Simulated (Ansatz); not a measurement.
A (111) slab of HfN (Fm-3m (No. 225)), 9 planes, outer planes Hf (top) and Hf (bottom), with 9 atoms (Hf5N4) in a surface cell of A = 8.868 Å², as cut from the bulk:

```yaml
crystal:
  lattice:
    - [3.19994, 0.00000, 0.00000]
    - [-1.59997, 2.77123, 0.00000]
    - [0.00000, 0.00000, 25.45096]
  atoms:
    - { symbol: Hf, position: [0.66667, 0.33333, 0.29468] }
    - { symbol: N, position: [0.00000, 0.00000, 0.34601] }
    - { symbol: Hf, position: [0.33333, 0.66667, 0.39734] }
    - { symbol: N, position: [0.66667, 0.33333, 0.44867] }
    - { symbol: Hf, position: [0.00000, 0.00000, 0.50000] }
    - { symbol: N, position: [0.33333, 0.66667, 0.55133] }
    - { symbol: Hf, position: [0.66667, 0.33333, 0.60266] }
    - { symbol: N, position: [0.00000, 0.00000, 0.65399] }
    - { symbol: Hf, position: [0.33333, 0.66667, 0.70532] }
```

Theory: DFT r2SCAN, scalar-relativistic, plane waves, PAW in Ansatz. Cutoff 500 eV; k points 12×12×1 on the computed 9-atom cell (Γ-centred); Gaussian smearing, width 0.10 eV; no spin polarisation. The cell repeats along c with a dipole correction in the vacuum.

The relaxed slab holds 4 formula units of HfN and 1 further Hf. Against those formula units in the bulk and the further Hf in its standard state it lies 2.355 eV higher. The formation energy of HfN from the standard states is -3.760 eV a formula unit (uncorrected, no zero-point or thermal terms).

**Question.** Over what range can the chemical potential of Hf vary, and what is the surface energy at both ends?

**Answer.** In contact with the bulk, μ(Hf) + μ(N) is fixed. With Δμ counted from the standard states, Δμ(Hf) ≤ 0 keeps elemental Hf from forming, and Δμ(N) ≤ 0 requires Δμ(Hf) ≥ ΔH = -3.760 eV. Other compounds of Hf and N can narrow this range. Then γ, the mean of both faces, = [2.355 eV − 1.00·Δμ(Hf)]/(2A). At the Hf-rich end (Δμ = 0): 2.355/(2 × 8.868) × 16.02 = 2.13 J/m². At the Hf-poor end: (2.355 + 3.760)/(2 × 8.868) × 16.02 = 5.52 J/m².

**Question.** How does its energy depend on growth conditions?

**Answer.** It carries an excess of Hf, so its energy falls by 0.90 J/m² for each eV that μ(Hf) rises: Hf-rich conditions lower it; whether it appears depends on the other terminations.

Spin polarisation was left out, and a magnetic state may lie lower.